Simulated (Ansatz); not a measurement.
ZrO2 (started from an entry of an open crystallographic database): a single-point calculation in Ansatz (DDH-PBE0). The cell was relaxed beforehand with r2SCAN.

```yaml
crystal:
  lattice:
    - [3.6010266379, 0.0, 0.0]
    - [0.0, 3.6010266379, 0.0]
    - [0.0, 0.0, 5.227183601]
  atoms:
    - { symbol: Zr, position: [0.0, 0.0, 0.0] }
    - { symbol: Zr, position: [0.5, 0.5, 0.5] }
    - { symbol: O, position: [0.0, 0.5, 0.1969684769] }
    - { symbol: O, position: [0.0, 0.5, 0.6969684769] }
    - { symbol: O, position: [0.5, 0.0, 0.3030315231] }
    - { symbol: O, position: [0.5, 0.0, 0.8030315231] }
  host: atoms
kpoints:
  mp_grid: { grid: [4, 4, 4] }
  band_path:
    path:
      - [0.0, 0.0, 0.0]
      - [0.0, 0.5, 0.0]
      - [0.5, 0.5, 0.0]
      - [0.0, 0.0, 0.5]
      - [0.0, 0.5, 0.5]
      - [0.5, 0.5, 0.5]
      - [0.223958, 0.223958, 0.0]
    npoints: 1
hamiltonian:
  xc:
    exchange: pbe
    correlation: pbe
    exx: { coeff: inverse_dielectric }
scf:
  occupations: { method: fixed }
  n_extra_bands: 5
output:
  forces: true
  stress: true
  eigenvalues: true
```

The output follows, shortened, with numbered blanks.
```
scf.n_extra_bands = 5 over 24 filled bands (N_el = 48.0): the run solves 29 bands
Pseudopotential: Zr, paw, valence charge 12, recommended cutoff 420 eV (normal)
Pseudopotential: O, paw, valence charge 6, recommended cutoff 420 eV (normal)
Functional definition: unnamed
[1]
Crystal: 6 atoms, lattice volume = 67.783 Å³
Basis set: ecut = 420 eV, 1297 PW (Γ)
Symmetry: 16 space group operations
Space group: P42/nmc (ITA 137)
[2]
[warm-up without exact exchange]
SCF 1 stopped early in 3 iterations: F = -10647.831353 eV  dr2 = 2.17e-4
[exact exchange on]
SCF 2 stopped early in 7 iterations: F = -10650.801600 eV  dr2 = 4.85e-7
hybrid outer 1: dexx = +1.848e-2 eV, tail = 1.32e-5 eV
SCF 3 converged in 4 iterations: F = -10650.801590 eV  dr2 = 4.27e-10
hybrid outer 2: dexx = +2.208e-7 eV, tail = 3.00e-9 eV, Δε = 1.01e-3 eV, ΔF = 9.58e-4 eV/Å
Free energy (F): -10650.801590 eV
Fermi energy:    10.043577 eV
--- Forces (eV/Å), atoms counted from 1 ---
  atom   1  Zr      0.00000      0.00000      0.00000
  atom   2  Zr      0.00000      0.00000      0.00000
  atom   3  O       0.00000      0.00000    -0.02514
  atom   4  O       0.00000      0.00000    -0.02514
  atom   5  O       0.00000      0.00000      0.02514
  atom   6  O       0.00000      0.00000      0.02514
--- Stress (GPa, compression-positive) ---
       -0.896239       0.000000       0.000000
        0.000000      -0.896239       0.000000
        0.000000       0.000000      -0.845759
  P = ⅓ Tr σ = -0.8794 GPa (-8.794 kbar)
```

Problem. What stood in the gaps? They hold ε∞ and the exchange fraction, the count of irreducible k points.

Solution.
```
[1]
ε∞ on k-mesh 4×4×2 of a primitive cell: xx 5.7207, yy 5.7207, zz 5.0500; 3/Tr ε∞, of that cell with its empty space = 0.18191370314010513
[2]
k-points: 18 of 64
```

The DDH-PBE0 gap is indirect, 5.80 eV (M–Γ (0.55 of the way from M) to Γ), below the direct gap of 5.89 eV at Γ. The gap is the least over the mesh and the extra points. The fraction of exact exchange came out as 0.182. With the atoms held, the mean pressure is -0.9 GPa (compression positive). The stress of a hybrid is loosely converged here. The largest force is 0.03 eV/Å.

Command: `ansatz run input.yaml --threads 4 --pin off --max-ram 7372MiB --backend cpu --events-out ev --progress --plain --runs-dir out`. It took 51 s on 4 threads of Arm Neoverse V1, with other jobs on the host; peak host memory 1.3 GiB.

Spin-unpolarised throughout; all numbers are computed.

The meshes of the hybrids are coarse, so their gaps aren't converged to the digits shown.
